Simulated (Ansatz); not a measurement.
# Al2O3: the cost of one run

Method: DFT PBEsol, scalar-relativistic, plane waves, PAW, in Ansatz 0.2.0.

## Step 1: The system as given

It takes space group P-3m1 (No. 164, trigonal). Conventional cell: a = 3.017 Å, b = 3.017 Å, c = 7.575 Å, α = 90.00°, β = 90.00°, γ = 120.00°. Al (site symmetry 3m) has 4 O at 1.68 to 1.84 Å as nearest neighbours. O (site symmetry 3m) is surrounded by 3 Al at 1.84 Å. Around O (site symmetry -3m) lie 2 Al at 1.68 Å.

Coordinates:

```
CELL_PARAMETERS angstrom
3.01748 0.00000 0.00000
-1.50874 2.61322 0.00000
0.00000 0.00000 7.57464
ATOMIC_POSITIONS crystal
Al 0.00000 0.00000 0.27795
Al 0.00000 0.00000 0.72205
O 0.33333 0.66667 0.19945
O 0.66667 0.33333 0.80055
O 0.00000 0.00000 0.50000
```

It goes back to an entry of the Materials Project, which need not be the stable form.

No relaxation comes first: the listed cell is the starting point.

## Step 2: The scan: an axial (c/a) deformation path

At fixed volume and fractional coordinates, lengths along (0.000, 0.000, 1.000) are scaled against those across it; ρ is that ratio over its starting value.

## Step 3: At ρ = 0.850

The input, input.yaml:

```yaml
crystal:
  lattice:
    - [3.1854573241, 0.0, 0.0]
    - [-1.592728662, 2.7586869653, 0.0]
    - [0.0, 0.0, 6.7968505109]
  atoms:
    - { symbol: Al, position: [0.0, 0.0, 0.277951] }
    - { symbol: Al, position: [0.0, 0.0, 0.722049] }
    - { symbol: O, position: [0.3333333333, 0.6666666667, 0.199454] }
    - { symbol: O, position: [0.6666666667, 0.3333333333, 0.800546] }
    - { symbol: O, position: [0.0, 0.0, 0.5] }
basis:
  ecutwfc: 420
kpoints:
  mp_grid: { grid: [12, 12, 4] }
hamiltonian:
  xc: pbesol
scf:
  occupations: { method: gaussian, width: 0.05 }
output:
  forces: true
  stress: true
  eigenvalues: true
```

Launch:

```sh
$ ansatz run input.yaml --threads 1 --pin off --max-ram 2560MiB --backend cpu --events-out ev --progress --plain --runs-dir out
```

What time and memory should one allow on 1 thread of Intel Xeon at 2.50GHz (Skylake/Cascade Lake), shared host?

About 6.8 s, with a peak of 0.36 GiB.
